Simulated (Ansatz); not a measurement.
# TiO2: the cost of one run

Program: Ansatz 0.2.0. Level of theory: DFT r2SCAN, scalar-relativistic, plane waves, PAW. These are calculated values, not measurements.

2 further runs of the same task are left out: 2 set aside as unsound or not needed.

### Step 1. The structure to begin with

The structure is monoclinic, space group C2/m (No. 12). The conventional cell has a = 12.188 Å, b = 3.733 Å, c = 6.560 Å, α = 90.00°, β = 107.01°, γ = 90.00°. Ti (site symmetry m) is surrounded by 5 O at 1.76 to 2.01 Å. Around Ti (site symmetry m) lie 6 O at 1.85 to 2.13 Å. Around O (site symmetry m) lie 3 Ti at 1.85 to 2.13 Å. Around O (site symmetry m) lie 3 Ti at 1.92 to 2.01 Å. O (site symmetry m) is surrounded by 2 Ti at 1.76 to 1.85 Å. O (site symmetry m) is surrounded by 3 Ti at 1.95 to 2.13 Å.

Structure file:

```cif
data_structure
_symmetry_space_group_name_H-M 'P 1'
_symmetry_Int_Tables_number 1
_cell_length_a 6.3733
_cell_length_b 6.3733
_cell_length_c 6.5604
_cell_angle_alpha 106.239
_cell_angle_beta 106.239
_cell_angle_gamma 34.059
_cell_volume 142.71
loop_
_atom_site_label
_atom_site_type_symbol
_atom_site_fract_x
_atom_site_fract_y
_atom_site_fract_z
_atom_site_occupancy
Ti1 Ti 0.80551 0.80551 0.71729 1
Ti2 Ti 0.10060 0.10060 0.70961 1
Ti3 Ti 0.19449 0.19449 0.28271 1
Ti4 Ti 0.89940 0.89940 0.29039 1
O1 O 0.05834 0.05834 0.37051 1
O2 O 0.63849 0.63849 0.70581 1
O3 O 0.13298 0.13298 0.00366 1
O4 O 0.94166 0.94166 0.62949 1
O5 O 0.73601 0.73601 0.34697 1
O6 O 0.86702 0.86702 0.99634 1
O7 O 0.26399 0.26399 0.65303 1
O8 O 0.36151 0.36151 0.29419 1
```

It goes back to an entry of the Materials Project, which need not be the stable form.

It is the result of an earlier relaxation at this level (volume 11.89 Å³/atom; gap on the mesh: 3.21 eV).

The unstrained cell comes from an earlier run at this level (12 atoms, E(σ→0) -14585.3075 eV, gap 3.20 eV over the zone).

### Step 2. At -1.0 %

The input, input.yaml:

```yaml
crystal:
  lattice:
    - [6.0886613255, -1.8665151023, 0.0126491342]
    - [6.0886613255, 1.8665151023, 0.0126491342]
    - [-1.8949946799, 0.0, 6.2122063116]
  atoms:
    - { symbol: Ti, position: [0.8055121154, 0.8055121154, 0.7172947032] }
    - { symbol: Ti, position: [0.1006039055, 0.1006039055, 0.7096081746] }
    - { symbol: Ti, position: [0.1944878846, 0.1944878846, 0.2827052968] }
    - { symbol: Ti, position: [0.8993960945, 0.8993960945, 0.2903918254] }
    - { symbol: O, position: [0.0583434586, 0.0583434586, 0.3705059507] }
    - { symbol: O, position: [0.6384910443, 0.6384910443, 0.7058090402] }
    - { symbol: O, position: [0.1329785865, 0.1329785865, 0.0036572634] }
    - { symbol: O, position: [0.9416565414, 0.9416565414, 0.6294940493] }
    - { symbol: O, position: [0.7360090687, 0.7360090687, 0.3469706378] }
    - { symbol: O, position: [0.8670214135, 0.8670214135, 0.9963427366] }
    - { symbol: O, position: [0.2639909313, 0.2639909313, 0.6530293622] }
    - { symbol: O, position: [0.3615089557, 0.3615089557, 0.2941909598] }
basis:
  ecutwfc: 500
kpoints:
  mp_grid: { grid: [6, 6, 4] }
hamiltonian:
  xc: r2scan
scf:
  occupations: { method: gaussian, width: 0.02 }
output:
  forces: true
  stress: true
  eigenvalues: true
  write_density: true
  write_potential: true
  elf: true
  volumetric_format: npy
relax:
  adjacent_minimum: "off"
  f_tol: 0.008
  max_steps: 40
```

Launch:

```
$ ansatz run input.yaml --threads 2 --pin off --max-ram 5120MiB --backend cpu --events-out ev --progress --plain --runs-dir out
```

What time and memory should one allow on 2 threads of Arm Neoverse V2, shared host?

About 2.2 min, with a peak of 1.3 GiB.
